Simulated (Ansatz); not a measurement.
# SnO: how the free axis answers a strain

SnO, P4/nmm, a = 3.868 Å, c = 5.066 Å. Ansatz: PBE, PAW, 420 eV, Γ-centred 10×10×8 mesh on 4 atoms, Gaussian smearing 0.01 eV; no spin polarisation. Series: uniaxial strain along a, with b, c and atoms relaxed; x is the strain in per cent. y is the change of c in per cent of 5.066 Å.

| x (%) | y (%) |
| --- | --- |
| -6.0 | ? |
| -4.0 | 0.72 |
| -2.0 | 0.32 |
| 0.0 | 0.00 |
| 2.0 | 0.15 |
| 4.0 | 0.32 |
| 6.0 | 0.61 |

Task: Fit y = c1 x + c2 x² to the other rows, say what c1 measures, and predict the missing y.

Result: Least squares on the rows shown. y = −0.05987 x + 0.02903 x². So −c1 = 0.060 is Poisson's ratio for this pair of axes. Along b the same runs (not shown) give 0.87. With a term in x³ added, the coefficient of x becomes -0.02153, 64 % less, which shows how far this figure hangs on the form. At x = -6.0 the fit asked for gives 1.40 %. The run gave 1.33 %, so the fit is 0.07 % too high, within the rms miss on the fitted rows (0.10 %): the form describes this series only roughly.